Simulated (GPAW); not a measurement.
## 1T-MnO2 monolayer: work function by functional and basis

Aim: the work function of both faces of 1T-MnO2 monolayer, and its spread over functionals and bases. Where a layer proves gapped, the work function hangs on where the smearing puts the Fermi level, and the band edges take its place.

Program: GPAW 26.7.0. Level of theory: GPAW, PAW setups; layer in a repeated cell with vacuum, relaxation of atoms and in-plane cell, in the first sound run; inputs show where later runs differ. Results are calculated unless marked as measured.

## Step 1: Starting point

The cell holds 3 atoms: 2 O and 1 Mn. Its edges and angles: a = 2.784 Å, b = 2.784 Å, c = 20.141 Å, α = 90.0°, β = 90.0°, γ = 120.0°. Vacuum lies along c.

## Step 2: Relaxation

The atoms are relaxed first, since the surface dipole, and with it the work function, follows the positions of the outer layers.

run.py

```python
import json
import numpy as np
from ase import Atoms
from ase.filters import FrechetCellFilter
from ase.optimize import BFGS
from gpaw import GPAW, PW

slab = Atoms(
    ['O', 'Mn', 'O'],
    positions=[
        [1.39188, 0.80360, 9.00000],
        [0.00000, 0.00000, 10.07036],
        [-0.00000, 1.60720, 11.14072]],
    cell=[[2.78375, 0.0, 0.0], [-1.39188, 2.4108, 0.0], [0.0, 0.0, 20.1407]],
    pbc=[True, True, True],
    magmoms=[0.0, 4.0, 0.0])

slab.calc = GPAW(mode=PW(600), xc='PBE', kpts={'size': (12, 12, 1), 'gamma': True},
                 occupations={'name': 'fermi-dirac', 'width': 0.05}, nbands='160%',
                 convergence={'density': 1e-05}, maxiter=200,
                 symmetry={'tolerance': 1e-3}, txt='slab.txt')
result = {}
# The in-plane cell is free; stress needs a cell that repeats along all three vectors
path = []
opt = BFGS(FrechetCellFilter(slab, mask=[1, 1, 0, 0, 0, 1]), maxstep=0.2)
opt.attach(lambda: path.append((slab.get_potential_energy(), slab.positions.tolist(), slab.get_forces().tolist())))
result['relaxed'] = bool(opt.run(fmax=0.02, steps=45))
result['path'] = path
result['cell'] = slab.cell.tolist()
print('in-plane lattice', slab.cell.cellpar().round(4)[[0, 1, 5]])
energy = slab.get_potential_energy()
fermi = slab.calc.get_fermi_level()
v = slab.calc.get_electrostatic_potential().mean((0, 1)) - fermi
n = slab.calc.get_pseudo_density().mean((0, 1))
L = slab.cell[2, 2]
z = np.arange(len(v)) * L / len(v)
low, high = slab.positions[:, 2].min(), slab.positions[:, 2].max()
below, above = np.interp([low - 6.8, high + 6.8], z, v)
slopes = [np.interp(x, z, np.gradient(v, z)) for x in (low - 6.8, high + 6.8)]
eps = np.array([[slab.calc.get_eigenvalues(k, s) for k in range(len(slab.calc.get_ibz_k_points()))]
                for s in range(slab.calc.get_number_of_spins())]) - fermi
top, bottom = eps[eps < 0].max(), eps[eps > 0].min()
dipole = slab.get_dipole_moment()[2]
print(f'energy {energy:.4f} eV, Fermi level {fermi:.4f} eV, dipole {dipole:.5f} e A')
print(f'potential 6.8 A off the faces, from the Fermi level: lower {below:.4f} eV, upper {above:.4f} eV')
print(f'slope of the potential there: lower {slopes[0]:.5f}, upper {slopes[1]:.5f} eV/A')
print(f'nearest levels on the mesh: {top:.4f} and {bottom:.4f} eV')
print('magnetic moment', round(slab.get_magnetic_moment(), 3))
result.update(energy=energy, fermi=fermi, dipole=dipole, below=below, above=above, slopes=slopes, edges=[top, bottom],
              z=z.tolist(), v=v.tolist(), n=n.tolist(), positions=slab.positions.tolist(),
              forces=slab.get_forces(apply_constraint=False).tolist(), moments=slab.get_magnetic_moments().tolist())
json.dump(result, open('result.json', 'w'))
```

Command:

```bash
OMP_NUM_THREADS=1 OPENBLAS_NUM_THREADS=1 python run.py
```

The program printed:

```text
Step          Energy          fmax
BFGS:    0      -24.545807        1.175616
BFGS:    1      -24.584340        0.888409
BFGS:    2      -24.663734        0.536510
BFGS:    3      -24.679014        0.442860
BFGS:    4      -24.725821        0.008994
in-plane lattice [  2.8524   2.8524 120.0001]
energy -24.7258 eV, Fermi level -4.5182 eV, dipole 0.00013 e A
potential 6.8 A off the faces, from the Fermi level: lower 7.1704 eV, upper 7.1695 eV
slope of the potential there: lower -0.00006, upper 0.00047 eV/A
nearest levels on the mesh: -0.6018 and 0.5087 eV
magnetic moment 3.0
```

It took 6.4 min on 1 thread of Arm Neoverse V1, shared host; peak memory 0.4 GiB.

This step gave:

| Item | Value |
| --- | --- |
| dipole along the normal | 1.27e-4 e·Å |
| levels nearest the Fermi level on the mesh | -0.6018, 0.5087 eV from the Fermi level |
| site moments | 0.03521, 2.820, 0.03521 μB |
| sum of the site moments | 2.891 μB |

Electrostatic potential energy of an electron (without an applied field's), less the Fermi level, planar mean against z:

```
z (Å)  electrostatic potential energy of an electron (without an applied field's), less the Fermi level, planar mean (eV)
  0.0                                                                                                                7.17
  0.5                                                                                                                7.17
  1.0                                                                                                                7.17
  1.5                                                                                                                7.17
  2.0                                                                                                                7.17
  2.5                                                                                                                7.17
  3.0                                                                                                                7.17
  3.5                                                                                                                7.17
  4.0                                                                                                                7.17
  4.5                                                                                                                7.17
  5.0                                                                                                                7.17
  5.5                                                                                                                7.17
  6.0                                                                                                                7.17
  6.5                                                                                                                7.17
  7.0                                                                                                                7.15
  7.5                                                                                                                7.09
  8.0                                                                                                                6.67
  8.5                                                                                                                3.80
  9.0                                                                                                               -10.3
  9.5                                                                                                               -9.84
 10.0                                                                                                               -17.0
 10.5                                                                                                               -11.2
 11.0                                                                                                               -12.6
 11.5                                                                                                                1.43
 12.0                                                                                                                6.33
 12.5                                                                                                                7.03
 13.0                                                                                                                7.14
 13.5                                                                                                                7.16
 14.0                                                                                                                7.17
 14.5                                                                                                                7.17
 15.0                                                                                                                7.17
 15.5                                                                                                                7.17
 16.0                                                                                                                7.17
 16.5                                                                                                                7.17
 17.0                                                                                                                7.17
 17.5                                                                                                                7.17
 18.0                                                                                                                7.17
 18.5                                                                                                                7.17
 19.0                                                                                                                7.17
 19.5                                                                                                                7.17
 20.0                                                                                                                7.17
```

The pseudo valence density, planar mean by z:

z (Å), pseudo valence density, planar mean (e/Å³) and a bar:
```
      6.5       0.00 
      7.0       0.00 
      7.5       0.01 
      8.0       0.04 #
      8.5       0.29 ####
      9.0       0.99 ############
      9.5       1.03 #############
     10.0       2.43 ##############################
     10.5       1.27 ################
     11.0       1.06 #############
     11.5       0.47 ######
     12.0       0.07 #
     12.5       0.01 
     13.0       0.00 
     13.5       0.00 
     14.0       0.00
```

Site moment by atom:

```
atom  site moment (μB)
  O1              0.04
 Mn2              2.82
  O3              0.04
```

The relaxation lowered the energy of the cell by 0.180 eV (energies extrapolated to zero smearing; the optimiser's log prints free energies). The largest force left on a free atom is 0.0085 eV/Å.

## Step 3: The slab's potential

The work function is the vacuum plateau of the electrostatic potential less the Fermi level; a dipole layer lets the two faces have plateaus of their own.

This step: GPAW, PAW setups; slab in vacuum (GPAW 26.7.0).

The cell differs from the one that the last finished run ended in (c 20.141 → 19.958 Å).

Edit run.py of step 2 so:

```diff
@@ -3,4 +3,2 @@
 from ase import Atoms
-from ase.filters import FrechetCellFilter
-from ase.optimize import BFGS
 from gpaw import GPAW, PW
@@ -10,22 +8,15 @@
     positions=[
-        [1.39188, 0.80360, 9.00000],
-        [0.00000, 0.00000, 10.07036],
-        [-0.00000, 1.60720, 11.14072]],
-    cell=[[2.78375, 0.0, 0.0], [-1.39188, 2.4108, 0.0], [0.0, 0.0, 20.1407]],
-    pbc=[True, True, True],
+        [1.42619, 0.82341, 9.00000],
+        [-0.00000, 0.00000, 9.97885],
+        [0.00000, 1.64682, 10.95770]],
+    cell=[[2.85237, 0.0, 0.0], [-1.42619, 2.47023, 0.0], [0.0, 0.0, 19.9577]],
+    pbc=[True, True, False],
     magmoms=[0.0, 4.0, 0.0])
 
-slab.calc = GPAW(mode=PW(600), xc='PBE', kpts={'size': (12, 12, 1), 'gamma': True},
+slab.calc = GPAW(mode=PW(500), xc='PBE', kpts={'size': (12, 12, 1), 'gamma': True},
                  occupations={'name': 'fermi-dirac', 'width': 0.05}, nbands='160%',
                  convergence={'density': 1e-05}, maxiter=200,
+                 poissonsolver={'dipolelayer': 'xy'},
                  symmetry={'tolerance': 1e-3}, txt='slab.txt')
 result = {}
-# The in-plane cell is free; stress needs a cell that repeats along all three vectors
-path = []
-opt = BFGS(FrechetCellFilter(slab, mask=[1, 1, 0, 0, 0, 1]), maxstep=0.2)
-opt.attach(lambda: path.append((slab.get_potential_energy(), slab.positions.tolist(), slab.get_forces().tolist())))
-result['relaxed'] = bool(opt.run(fmax=0.02, steps=45))
-result['path'] = path
-result['cell'] = slab.cell.tolist()
-print('in-plane lattice', slab.cell.cellpar().round(4)[[0, 1, 5]])
 energy = slab.get_potential_energy()
```

The program printed:

```text
energy -24.0414 eV, Fermi level -4.4868 eV, dipole -0.00005 e A
potential 6.8 A off the faces, from the Fermi level: lower 7.1655 eV, upper 7.1655 eV
slope of the potential there: lower -0.00086, upper 0.00086 eV/A
nearest levels on the mesh: -0.5988 and 0.5053 eV
magnetic moment 3.0
```

Elapsed: 62 s, on 1 thread; peak memory 0.25 GiB.

Numbers from this step:

- dipole along the normal: -5.26e-5 e·Å
- levels nearest the Fermi level on the mesh: -0.5988, 0.5053 eV from the Fermi level
- upper work function: 7.165 eV
- lower work function: 7.165 eV
- site moments: 0.03520, 2.820, 0.03520 μB
- upper ionisation energy: 7.764 eV
- sum of the site moments: 2.890 μB

Electrostatic potential energy of an electron (without an applied field's), less the Fermi level, planar mean against z:

```
z (Å)  electrostatic potential energy of an electron (without an applied field's), less the Fermi level, planar mean (eV)
  0.0                                                                                                                7.17
  0.5                                                                                                                7.17
  1.0                                                                                                                7.17
  1.5                                                                                                                7.17
  2.0                                                                                                                7.17
  2.5                                                                                                                7.17
  3.0                                                                                                                7.16
  3.5                                                                                                                7.16
  4.0                                                                                                                7.16
  4.5                                                                                                                7.16
  5.0                                                                                                                7.16
  5.5                                                                                                                7.16
  6.0                                                                                                                7.16
  6.5                                                                                                                7.16
  7.0                                                                                                                7.14
  7.5                                                                                                                7.05
  8.0                                                                                                                6.45
  8.5                                                                                                                2.34
  9.0                                                                                                               -12.2
  9.5                                                                                                               -10.5
 10.0                                                                                                               -17.2
 10.5                                                                                                               -10.2
 11.0                                                                                                               -11.5
 11.5                                                                                                                3.13
 12.0                                                                                                                6.56
 12.5                                                                                                                7.06
 13.0                                                                                                                7.14
 13.5                                                                                                                7.16
 14.0                                                                                                                7.16
 14.5                                                                                                                7.16
 15.0                                                                                                                7.16
 15.5                                                                                                                7.16
 16.0                                                                                                                7.16
 16.5                                                                                                                7.16
 17.0                                                                                                                7.17
 17.5                                                                                                                7.17
 18.0                                                                                                                7.17
 18.5                                                                                                                7.17
 19.0                                                                                                                7.17
 19.5                                                                                                                7.17
```

The pseudo valence density, planar mean by z:

```
z (Å)  pseudo valence density, planar mean (e/Å³)
    6                                      4.3e-5
    7                                     0.00135
    8                                      0.0576
    9                                        1.04
   10                                        2.46
   11                                        1.04
   12                                      0.0487
   13                                     0.00118
   14                                      3.8e-5
```

Force by atom:

```
atom  x (eV/Å)  y (eV/Å)  z (eV/Å)    size
  O1    0.0000    0.0000   -0.0987  0.0987
 Mn2    0.0000    0.0000    0.0000  0.0000
  O3    0.0000    0.0000    0.0987  0.0987
```

The layer is gapped, so the Fermi level lies somewhere inside the gap, set by smearing and numerics, and these work functions are no property of the material; the band edges below the vacuum level are. The potential is flat to 8.6e-4 eV/Å where it is read, so the vacuum is wide enough.

(Part 1 of 3 ends here.)

[Logs are printed without paths, hosts, clocks, repeated set-up lines and the standing remarks that a program may print on its own settings, such as how far it seeks lower states.]

[Hosts, paths, dates, database ids (printed as entryN), source tags and the programs' standing remarks are cut or masked in the printed files.]
